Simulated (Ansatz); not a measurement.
The calculation used DFT PBE, scalar-relativistic, plane waves, PAW in Ansatz. All cells share a 420 eV cutoff and Γ-centred k meshes spaced at most about 0.3 Å⁻¹ (about 0.25 or finer for metals, 2π included). No spin polarisation in the final relaxations.

Temperature and zero-point effects are left out. Lower structures may exist.

Question: Order these relaxed structures of SnO₂ by energy, lowest first, with the energy over the lowest of them.
A.

```
CELL_PARAMETERS angstrom
3.56233 0.00000 0.00000
0.00000 3.56233 0.00000
0.00000 0.00000 2.85401
ATOMIC_POSITIONS crystal
Sn 0.00000 0.00000 0.50000
O 0.50000 0.00000 0.00000
O 0.00000 0.50000 0.00000
```

B.

```
CELL_PARAMETERS angstrom
3.22780 0.00000 0.00000
-1.61390 2.79535 0.00000
0.00000 0.00000 5.48987
ATOMIC_POSITIONS crystal
Sn 0.00000 0.00000 0.00000
O 0.33333 0.66667 0.18429
O 0.66667 0.33333 0.81571
```

C.

```
CELL_PARAMETERS angstrom
4.82770 0.00000 0.00000
0.00000 4.82770 0.00000
0.00000 0.00000 3.23799
ATOMIC_POSITIONS crystal
Sn 0.00000 0.00000 0.00000
Sn 0.50000 0.50000 0.50000
O 0.30661 0.30661 0.00000
O 0.19339 0.80661 0.50000
O 0.69339 0.69339 0.00000
O 0.80661 0.19339 0.50000
```

D.

```
CELL_PARAMETERS angstrom
4.78965 0.00000 0.00000
0.00000 5.82410 0.00000
0.00000 0.00000 5.30568
ATOMIC_POSITIONS crystal
Sn 0.50000 0.66517 0.75000
Sn 0.00000 0.83483 0.25000
Sn 0.50000 0.33483 0.25000
Sn 0.00000 0.16517 0.75000
O 0.73016 0.60706 0.07816
O 0.23016 0.89294 0.92184
O 0.76984 0.89294 0.57816
O 0.26984 0.60706 0.42184
O 0.73016 0.39294 0.57816
O 0.23016 0.10706 0.42184
O 0.76984 0.10706 0.07816
O 0.26984 0.39294 0.92184
```

Answer: C (0 meV/atom), D (18 meV/atom), B (153 meV/atom), A (926 meV/atom). Forms: C rutile type, P4_2/mnm; D Pbcn; B cadmium iodide type, P-3m1; A P4/mmm. Counting O atoms around Sn (those within 1.25 times the shortest such distance or 1.15 times the sum of covalent radii, 1.27 where that leaves under three): C has Sn 6; D has Sn 6; B has Sn 6; A has Sn 8.

Weakly bound directions are ill-defined at this level, which has no dispersion term (P-3m1), and this can change margins and order among such cells. The P4_2/mnm cell at 12.6 Å³/atom was relaxed from a measured cell (COD). The Pbcn cell at 12.3 Å³/atom was relaxed from a Materials Project cell. Cells relaxed within their symmetry can be saddle points. Some candidate types were left out of the draw beforehand, so a known form may be missing.
